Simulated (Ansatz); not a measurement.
From the elastic tensor of ZnSe to moduli and sound speeds

Level of theory: DFT PBE, scalar-relativistic, plane waves, PAW in Ansatz. Cutoff 420 eV, 8×8×8 k-points (Γ-centred), fixed occupations. No spin polarisation.

It takes space group F-43m (No. 216, cubic). Conventional cell: a = 5.733 Å, b = 5.733 Å, c = 5.733 Å, α = 90.00°, β = 90.00°, γ = 90.00°. Zn (site symmetry -43m) has 4 Se at 2.48 Å as nearest neighbours. Se (site symmetry -43m) is surrounded by 4 Zn at 2.48 Å.

Relaxed-ion constants (GPa, on the Cartesian axes of the calculation):
```
79.8 45.1 45.1  0.0  0.0  0.0
45.1 79.8 45.1  0.0  0.0  0.0
45.1 45.1 79.8  0.0  0.0  0.0
 0.0  0.0  0.0 37.1  0.0  0.0
 0.0  0.0  0.0  0.0 37.1  0.0
 0.0  0.0  0.0  0.0  0.0 37.1
```

Density 5.089 g/cm³; 2 atoms in 47.10 Å³.

The values that follow are for a polycrystal of randomly turned grains, by Hill's mean where one number stands.

With S = C⁻¹: B_V = (C11+C22+C33+2(C12+C13+C23))/9, G_V = (C11+C22+C33−C12−C13−C23+3(C44+C55+C66))/15, 1/B_R = S11+S22+S33+2(S12+S13+S23), 15/G_R = 4(S11+S22+S33−S12−S13−S23)+3(S44+S55+S66); Hill is their mean. Then v_l = √((B+4G/3)/ρ), v_t = √(G/ρ), v_m = [(2/v_t³+1/v_l³)/3]^(−1/3) and Θ = (ħ/k_B)·v_m·(6π²n/V)^(1/3) for n atoms in the volume V; E = 9BG/(3B+G), ν = (3B−2G)/(2(3B+G)) and A^U = 5G_V/G_R + B_V/B_R − 6.

```
Bulk modulus, Voigt / Reuss / Hill          : 56.7 / 56.7 / 56.7 GPa
Shear modulus, Voigt / Reuss / Hill         : 29.2 / 25.5 / 27.3 GPa
Young's modulus                             : 71 GPa
Poisson ratio                               : 0.292
Pugh ratio B/G                              : 2.07
Universal anisotropy index                  : 0.73
Longitudinal and transverse sound speeds    : 4278 and 2318 m/s
Debye temperature from the mean sound speed : 269 K
```

Cost: 1 run of about 1.4 core-minutes, on Arm Neoverse V2 (shared hosts).

The tensor satisfies the cubic Born criteria, so zinc-blende ZnSe is elastically stable against small homogeneous strains. Its anisotropy lies entirely in shear: C44, at 37.1 GPa, is well above (C11−C12)/2, making ⟨111⟩, the bond direction, the stiffest under uniaxial load and ⟨100⟩ the most compliant. The tetragonal shear leaves bond lengths unchanged to first order and is resisted mainly by bond-angle forces, which are weak in a partly ionic tetrahedral semiconductor. The C44 distortion also stretches and compresses bonds, although the relative displacement of the Zn and Se sublattices relieves part of that strain.

The lattice constant is somewhat larger and the bulk modulus lower than experiment, as expected from the usual underbinding of PBE, which probably lowers the sound speeds too. The Pugh ratio of 2.07 would conventionally suggest ductility, yet ZnSe crystals are normally brittle at room temperature; the ratio contains no information on dislocation mobility or cleavage, so these elastic constants do not establish plastic behaviour.
